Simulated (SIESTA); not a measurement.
The system is CsPbCl3.

```xyz
5
Lattice="5.6050 0.0000 0.0000 0.0000 5.6050 0.0000 0.0000 0.0000 5.6050" Properties=species:S:1:pos:R:3 pbc="T T T"
Pb    2.8025    2.8025    2.8025
Cs    0.0000    0.0000    0.0000
Cl    2.8025    0.0000    2.8025
Cl    0.0000    2.8025    2.8025
Cl    2.8025    2.8025    0.0000
```

Program: SIESTA 5.4.2. Alike in all runs: task band structure; no spin polarisation; cell as given; k mesh 5 × 5 × 5; smearing fermi-dirac 0.05 eV; grid cutoff 800 Ry; energy shift 0.003 Ry.

Task: Order these runs on this cell by their pressure, lowest first.
A. level vdW-DF-cx; potentials or basis PseudoDojo 0.4 standard (PBE files), DZP (energy shift 0.003 Ry; two zetas on semicore shells; d shell added on Cs)
B. level BLYP; potentials or basis PseudoDojo 0.4 standard (PBE files), DZP (energy shift 0.003 Ry; two zetas on semicore shells; d shell added on Cs)
C. level LDA; potentials or basis PseudoDojo 0.4 standard (LDA files), DZP (energy shift 0.003 Ry; two zetas on semicore shells; d shell added on Cs)

Result: C (-0.9 GPa), A (0.9 GPa), B (3.7 GPa).

Caveats: the basis of atomic orbitals isn't converged, which shifts pressures, moduli and gaps; the potentials were made for another functional, which shifts forces and pressure (some runs).
